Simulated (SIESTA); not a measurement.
## PbS: band structure with BLYP

The system is PbS.

```
Pb S
1.0
     2.07995   -5.99130    0.00000
     2.07995    5.99130    0.00000
     0.00000    0.00000    4.27932
Pb S
2 2
Direct
  0.13056 0.86944 0.25000
  0.86944 0.13056 0.75000
  0.35480 0.64520 0.25000
  0.64520 0.35480 0.75000
```

Measurements of this composition are mostly on another form, of space group No. 225.

* Program: SIESTA 5.4.2
* Task: band structure
* Functional: BLYP
* Potentials or basis: PseudoDojo 0.4 standard (PBE files)
* Basis: DZP (energy shift 0.002 Ry)
* Grid cutoff: 500 Ry
* Energy shift: 0.002 Ry
* k mesh: 7 × 7 × 6
* Occupations: fermi-dirac, width 0.05 eV
* Spin: no spin polarisation

```
Pressure                : 5.9 GPa
Largest force           : 0.485 eV/Å
Band gap on the k mesh  : 1.24 eV, indirect (least direct gap 1.48 eV)
Band gap along the path : 1.09 eV, indirect (least direct gap 1.23 eV)
```

Forces in eV/Å, atoms in the order of the input:
```
Pb   0.000  0.485  0.000
Pb   0.000 -0.485  0.000
S    0.000 -0.443  0.000
S    0.000  0.443  0.000
```

Stress tensor (GPa, compression positive):
```
5.53 0.00 0.00
0.00 6.34 0.00
0.00 0.00 5.68
```

Levels at the corners of the path, in eV from the valence-band top:
```tsv
point	band 17	band 18	band 19	band 20	band 21	band 22	band 23	band 24
Γ	-2.38	-1.65	-1.46	-0.49	4.68	4.80	4.92	5.57
X	-1.36	-1.22	-0.69	-0.30	1.65	1.81	1.97	2.66
S	-1.33	-1.17	-0.43	-0.40	1.80	1.85	2.10	2.92
R	-3.09	-3.09	-1.46	-1.46	3.43	3.43	5.28	5.28
A	-2.77	-2.77	-1.48	-1.48	3.22	3.22	5.75	5.75
Z	-1.12	-1.12	-0.17	-0.17	1.84	1.84	2.67	2.67
Γ	-2.38	-1.65	-1.46	-0.49	4.68	4.80	4.92	5.57
Y	-1.98	-1.85	-1.30	-0.45	1.09	4.40	5.05	5.14
X1	-1.36	-1.22	-0.69	-0.30	1.65	1.81	1.97	2.66
A1	-2.77	-2.77	-1.48	-1.48	3.22	3.22	5.75	5.75
T	-1.22	-1.22	-0.50	-0.50	1.66	1.66	3.06	3.06
Y	-1.98	-1.85	-1.30	-0.45	1.09	4.40	5.05	5.14
Z	-1.12	-1.12	-0.17	-0.17	1.84	1.84	2.67	2.67
T	-1.22	-1.22	-0.50	-0.50	1.66	1.66	3.06	3.06
```

Run time: 3.7 min on 1 thread of Intel(R) Xeon(R) Platinum 8259CL CPU @ 2.50GHz (Skylake/Cascade Lake) (shared host), peak memory 0.79 GiB.

Caveat: semicore shells carry a single zeta, which can move pressures by several GPa and volumes by a few percent; the potentials were made for another functional, which shifts forces and pressure; spin-orbit coupling is left out, which as a rule narrows the gap of such compounds by several tenths of an eV; the mesh misses the band edges, which the band path finds closer together; the basis of atomic orbitals isn't converged, which shifts pressures, moduli and gaps.
